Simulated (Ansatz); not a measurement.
CsH under changes of volume

One of the cells (32.401 Å³/atom); the others are scaled copies at fixed shape and fractional positions:

```
Cs H
1.0
     0.00000    3.18800    3.18800
     3.18800    0.00000    3.18800
     3.18800    3.18800    0.00000
Cs H
1 1
Cartesian
  0.0000 0.0000 0.0000
  3.1880 3.1880 3.1880
```

| Property | Result |
| --- | --- |
| Program | Ansatz 0.2.0 |
| Functional | r2SCAN |
| Potentials or basis | Ansatz PAW |
| Cutoff | 500 eV (not typed: the program's choice for these potentials) |
| k mesh | 7 × 7 × 7 |
| Occupations | fermi-dirac, width 0.05 eV |
| Spin | no spin polarisation |

```tsv
volume (Å³/atom)	energy over the lowest point (meV/atom)	pressure (GPa)	gap on the mesh (eV)
30.457	?	?	?
31.105	1.80	0.4	2.87
31.753	0.47	0.2	2.89
32.401	0.00	0.0	2.91
33.049	0.32	-0.2	2.93
33.697	1.36	-0.3	2.94
34.345	3.05	-0.5	2.96
```

What does the run at 30.457 Å³/atom give?

Energy over the lowest point 4.09 meV/atom; pressure 0.7 GPa; gap on the mesh 2.85 eV.

Worked out: A Birch-Murnaghan fit of order 3 (a polynomial in V^(-2/3)) to the other rows has its minimum at 32.45 Å³/atom with B0 = V·E''(V) = 9.7 GPa and B' = 3.6. It gives 4.08 meV/atom at 30.457 Å³/atom, against the run's 4.09, and -dE/dV = 0.7 GPa, against 0.7. A straight line through the other rows of the gap, of slope 0.895 eV per unit of ln V (its deformation potential), extrapolates to 2.85 eV, against the run's 2.85.

Energies are extrapolated to zero smearing.

Caveats: odd divisions of the mesh miss points on the zone boundary, where band edges often lie, so the gap on the mesh can be too wide; spin-orbit coupling is left out, which moves the levels of the heavy elements; the PAW data sets come from PBE, with cores solved anew for the run's functional, which leaves a small shift of forces and pressure.

A mesh can miss the band edges.
